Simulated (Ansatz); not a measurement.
**CaSe: single point with PBE0**

**The experiment to reproduce.**

From a printed reference work, monograph, original work of 1988, for a bulk crystal of CaSe at 2 K: band gap 3.85 eV (indirect).

Crystal: CaSe.

```
CELL_PARAMETERS angstrom
0.00000 2.95600 2.95600
2.95600 0.00000 2.95600
2.95600 2.95600 0.00000
ATOMIC_POSITIONS crystal
Se 0.50000 0.50000 0.50000
Ca 0.00000 0.00000 0.00000
```

| Property | Result |
| --- | --- |
| Program | Ansatz 0.2.0 |
| Task | single point |
| Functional | PBE0 |
| Potentials or basis | all-electron PAW datasets made for the crystal |
| Cutoff | 250 eV (chosen from the basis error) |
| k mesh | 6 × 6 × 6 |
| Occupations | fermi-dirac, width 0.05 eV |
| Spin | no spin polarisation |

```json
{
 "Pressure": "0.8 GPa",
 "Band gap on the k mesh": "3.65 eV, indirect (least direct gap 4.72 eV)"
}
```

Levels at points of the mesh, in eV from the valence-band top:
```
             k point  band 5  band 6  band 7  band 8  band 9  band 10
  (0.00, 0.00, 0.00)  -12.97    0.00    0.00    0.00    4.96     5.63
 (0.00, 0.00, -0.50)  -12.17   -3.67   -1.29   -1.29    6.06     7.71
(0.00, -0.50, -0.50)  -12.29   -2.88   -1.07   -1.07    3.65     6.72
```

Run time: 80 s on 1 thread of AMD EPYC 7R43 64-Core Processor (Zen 3) (shared host), peak memory 0.77 GiB.

A measured gap of CaSe is 3.85 eV (indirect; 2 K; a printed reference work, monograph, original work of 1988); the calculated 3.65 eV misses it by -0.20 eV. Spin-orbit coupling on Se is left out. The value is that of PBE0 on a finite k mesh, which can miss the band edges, without temperature or zero-point motion.
